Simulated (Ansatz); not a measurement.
## CdTe under changes of volume

One of the cells (32.922 Å³/atom); the others are scaled copies at fixed shape and fractional positions:

```
Te Cd
1.0
     0.00000    3.20500    3.20500
     3.20500    0.00000    3.20500
     3.20500    3.20500    0.00000
Te Cd
1 1
Direct
  0.75000 0.75000 0.75000
  0.00000 0.00000 0.00000
```

| Item | Value |
| --- | --- |
| Program | Ansatz 0.2.0 |
| Functional | PBE |
| Potentials or basis | Ansatz PAW earlier set |
| Cutoff | 640 eV (not typed: the program's choice for these potentials) |
| k mesh | 7 × 7 × 7 |
| Occupations | fermi-dirac, width 0.05 eV |
| Spin | no spin polarisation |

| volume (Å³/atom) | energy over the lowest point (meV/atom) | pressure (GPa) | gap on the mesh (eV) |
| --- | --- | --- | --- |
| 30.947 | 109.50 | 8.1 | 1.06 |
| 31.605 | 79.13 | 6.7 | 1.00 |
| 32.263 | 54.30 | 5.4 | 0.93 |
| 32.922 | 34.45 | 4.3 | 0.87 |
| 33.580 | ? | ? | ? |
| 34.239 | 7.73 | 2.3 | 0.75 |
| 34.897 | 0.00 | 1.5 | 0.69 |

Problem. What does the run at 33.580 Å³/atom give?

Solution. Energy over the lowest point 19.08 meV/atom; pressure 3.2 GPa; gap on the mesh 0.81 eV.

Worked out: A Birch-Murnaghan fit of order 3 (a polynomial in V^(-2/3)) to the other rows has no minimum within the range. It gives 19.09 meV/atom at 33.580 Å³/atom, against the run's 19.08, and -dE/dV = 3.2 GPa, against 3.2. A straight line through the other rows of the gap, of slope -3.09 eV per unit of ln V (its deformation potential), gives 0.81 eV, against the run's 0.81.

Energies are extrapolated to zero smearing.

Caveats: odd divisions of the mesh miss points on the zone boundary, where band edges often lie, so the gap on the mesh can be too wide; spin-orbit coupling is left out, which moves the levels of the heavy elements.
